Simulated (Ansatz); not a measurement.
System: fluorite SrF₂. Method: PBE0 (Ansatz, a quantum-chemistry and plane-wave program, PAW).

The run printed, among other lines:

```
WARN output.stress: scf.exx.energy_threshold = 1e-6 eV is looser than the 3e-8 eV advised for a stress under a hybrid functional (1e-8 eV for each atom of the …
Crystal: 3 atoms, lattice volume = 48.768 Å³
Basis set: ecut = 460 eV, 1067 PW (Γ), exchange–correlation on 60×60×60 points (8 copies of the dense FFT grid, shifted against one another)
Bands: 16, of which v1, the nominal top of the filled ones, is band 12 counted from 1 (11 counted from 0)
Symmetry: 48 space group operations
Space group: Fm-3m (ITA 225), of the structure as read, at distance tolerance 3.7e-5 Å
k-points: 29 of 512
Functional: x = pbe(κ = 0.804, μ = 0.2195149727645171), c = pbe(β = 0.06672455060314922), warm-up for x = 0.75 pbe(κ = 0.804, μ = 0.2195149727645171) + 0.25 exact, c = pbe(β = 0.06672455060314922)
SCF iter   1: F=—  HF=-5167.201805 eV  |F-HF|=—  |Δ(HF+E_count)|=         —  Δρ=1.25e-3  dr2=3.49e-4
SCF iter   2: F=-5167.202038 eV  HF=-5167.201983 eV  |F-HF|=5.51e-5  |Δ(HF+E_count)|=   1.77e-4  Δρ=5.27e-4  dr2=5.04e-5
Crystal: 3 atoms, lattice volume = 48.768 Å³
Initial density: handed on by an earlier stage of this run
Functional: x = 0.75 pbe(κ = 0.804, μ = 0.2195149727645171) + 0.25 exact, c = pbe(β = 0.06672455060314922)
  ...
Crystal: 3 atoms, lattice volume = 48.768 Å³
SCF iter   3: F=—  HF=-5169.559917 eV  |F-HF|=—  |Δ(HF+E_count)|=   1.58e-7  Δρ=5.90e-6  dr2=1.34e-8
SCF iter   4: F=-5169.559917 eV  HF=-5169.559917 eV  |F-HF|=8.64e-11  |Δ(HF+E_count)|=   4.73e-9  Δρ=8.42e-7  dr2=2.18e-10
SCF 3 converged in 4 iterations: F = -5169.559917 eV  dr2 = 2.18e-10
Free energy (F): -5169.559918 eV
Internal energy: -5169.559918 eV  (E = F + TS)
E sigma→0 (E₀):  -5169.559918 eV
Fermi energy:    5.961963 eV
--- Forces (eV/Å), atoms counted from 1 ---
  atom   1  Sr     0.00000000     0.00000000    -0.00000000
  atom   2  F     -0.00000000     0.00000000    -0.00000000
  atom   3  F      0.00000000    -0.00000000    -0.00000000
--- Stress (GPa, compression-positive) ---
        0.280403       0.000000      -0.000000
        0.000000       0.280403      -0.000000
        0.000000      -0.000000       0.280403
  P = ⅓ Tr σ = 0.2804 GPa (2.804 kbar)
```

Q: Write an input file that produces this run.

A: One answer among several that fit: 
Ansatz 0.2 input:
```yaml
crystal:
  lattice:
    - [-2.8998, -2.8998, 0.0]
    - [-2.8998, 0.0, -2.8998]
    - [0.0, -2.8998, -2.8998]
  atoms:
    - { symbol: Sr, position: [0.0, 0.0, 0.0] }
    - { symbol: F, position: [0.25, 0.25, 0.25] }
    - { symbol: F, position: [0.75, 0.75, 0.75] }
basis:
  ecutwfc: 460
  ecutrho_ratio: 4
  xc_grid: 2
kpoints:
  mp_grid: { grid: [8, 8, 8] }
hamiltonian:
  xc: pbe0
  dispersion: none
  pseudopotentials: { kind: paw }
scf:
  occupations: { method: fermi_dirac, width: 0.01 }
  convergence: { dr2_threshold: 0.0000000003 }
output:
  forces: true
  stress: true
  eigenvalues: true
```

The PAW data were made under PBE.

Note: cell and atoms aren't relaxed at this level (pressure 0.3 GPa).

The result took roughly 2.0 core-minutes.
